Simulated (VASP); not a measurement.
**InSe: equation of state with PBE**

The system is InSe.

```
CELL_PARAMETERS angstrom
5.82639 -2.05465 0.00000
5.82639 2.05465 0.00000
-1.72323 0.00000 4.77135
ATOMIC_POSITIONS crystal
In 0.88820 0.88820 0.04684
In 0.11180 0.11180 0.95316
Se 0.66093 0.66093 0.66896
Se 0.33907 0.33907 0.33104
```

The cell comes from a database or a generator and needn't be the stable form of this composition.

```json
{
 "Program": "VASP 6.6.1",
 "Task": "equation of state",
 "Functional": "PBE",
 "Potentials or basis": "VASP PAW PBE potentials, release 64 (In_d, Se)",
 "Cutoff": "520 eV",
 "k mesh": "7 × 7 × 6",
 "Occupations": "fermi-dirac, width 0.05 eV",
 "Spin": "no spin polarisation",
 "Further INCAR settings": "ALGO = Normal; EDIFF = 1e-07; NBANDS = 27"
}
```

The equilibrium volume is 29.48 Å³/atom, the bulk modulus at fixed shape and positions is 46 GPa and the pressure derivative of the bulk modulus is 4.8.

Energy against volume, from the lowest point:
```
volume (Å³/atom)  energy (meV/atom)
          26.846              40.17
          27.417              23.57
          27.988              11.72
          28.559               4.14
          29.131               0.37
          29.702               0.00
          30.273               2.67
```

All runs of the series together: 27 min on 1 thread of Intel(R) Xeon(R) 6975P-C (Granite Rapids) (shared host).

Caveat: the cell was scaled at fixed shape and fractional positions, which overstates the stiffness of a crystal with free parameters, most of all of layers and chains.
